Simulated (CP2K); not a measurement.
HfO2 in CP2K: the effect of Hubbard term

Crystal: HfO2.

```
Hf O
1.0
     3.61685    0.00000    0.00000
     1.80843    3.13229    0.00000
     1.80843    1.04410    2.95315
Hf O
1 2
Direct
  0.00000 0.00000 0.00000
  0.75000 0.75000 0.75000
  0.25000 0.25000 0.25000
```

Measurements of this composition are mostly on another form, of space group No. 14.

Alike in all runs:

| Item | Value |
| --- | --- |
| Program | CP2K 2026.2 |
| Task | single point |
| Functional | PBE |
| Potentials or basis | GTH_POTENTIALS Hf GTH-PBE-q12, O GTH-PBE-q6; DZVP-MOLOPT-SR-GTH basis |
| Density cutoff | 8163 eV |
| k mesh | 7 × 7 × 7 |
| Occupations | fermi-dirac, width 0.05 eV |
| Spin | no spin polarisation |
| SCF solver | diagonalisation with k points |
| Quickstep method | GPW |
| EPS_DEFAULT | 1.0E-9 |
| EPS_SCF | 1.0E-6 |
| MAX_SCF | 100 |
| SCF_GUESS | ATOMIC |
| k points reduced by the point group | yes |
| Mesh centred on Gamma | yes |

| Hubbard term | gap on the mesh (eV) |
| --- | --- |
| none | 3.97 |
| Hf d U = 2.0 eV | 4.52 |
| Hf d U = 4.0 eV | ? |
| Hf d U = 6.0 eV | 5.53 |
| Hf d U = 8.0 eV | 5.53 |

Question: What does the run with Hubbard term Hf d U = 4.0 eV give?

Answer: gap on the mesh 5.07 eV.

Worked out: A parabola through the other rows of the gap on the mesh, of slope 0.207 eV per eV there, gives 5.12 eV, against the run's 5.07.

Caveats: spin-orbit coupling is left out, which moves the levels of the heavy elements; an odd mesh through Γ misses points on the zone boundary, where band edges often lie; the basis of atomic orbitals isn't converged, which shifts pressures, moduli and gaps; this program's U acts on Mulliken populations of all basis functions of the shell, so it isn't the U of plane-wave codes (some runs); energies scatter by some meV and the pressure isn't listed (some runs); the real-space grid breaks the cell's symmetry a little (some runs).

A gap of «none» marks a metal or a gap under the smearing width.
